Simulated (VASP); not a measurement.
**Ta: equation of state with LDA**

**Experimental background.**

“Refinement of the equation of state of tantalum”, 2004, arxiv:cond-mat/0403080 quotes, for a bulk crystal of Ta: bulk modulus 194 GPa.

The system is Ta.

```
Ta
1.0
    -1.63373    1.63373    1.63373
     1.63373   -1.63373    1.63373
     1.63373    1.63373   -1.63373
Ta
1
Direct
  0.00000 0.00000 0.00000
```

- Program: VASP 6.6.1
- Task: equation of state
- Functional: LDA
- Potentials or basis: VASP PAW LDA potentials, release 64 (Ta_pv)
- Cutoff: 520 eV
- k mesh: 10 × 10 × 10
- Occupations: fermi-dirac, width 0.05 eV
- Spin: no spin polarisation
- Ladder: gaps
- Further INCAR settings: ALGO = Fast; EDIFF = 1e-07

```json
{
 "Equilibrium volume": "17.44 Å³/atom",
 "Bulk modulus": "220 GPa",
 "Pressure derivative of the bulk modulus": "3.2 (rough: it moves with the points fitted)"
}
```

Energy against volume, from the lowest point:
```csv
volume (Å³/atom),energy (meV/atom)
16.745,20.43
17.093,5.01
17.442,0.00
17.791,4.61
18.140,18.02
```

All runs of the series together: 32 s on 1 thread of Intel(R) Xeon(R) Platinum 8259CL CPU @ 2.50GHz (Skylake/Cascade Lake), with other jobs on the host.

A measured bulk modulus of Ta is 194 GPa (quoted in “Refinement of the equation of state of tantalum”, 2004, arxiv:cond-mat/0403080); the calculated 220 GPa misses it by +13.4 %. The fit is for a static lattice scaled at fixed shape and fixed fractional positions.

Spin-orbit coupling is left out, which matters for the levels of Ta.
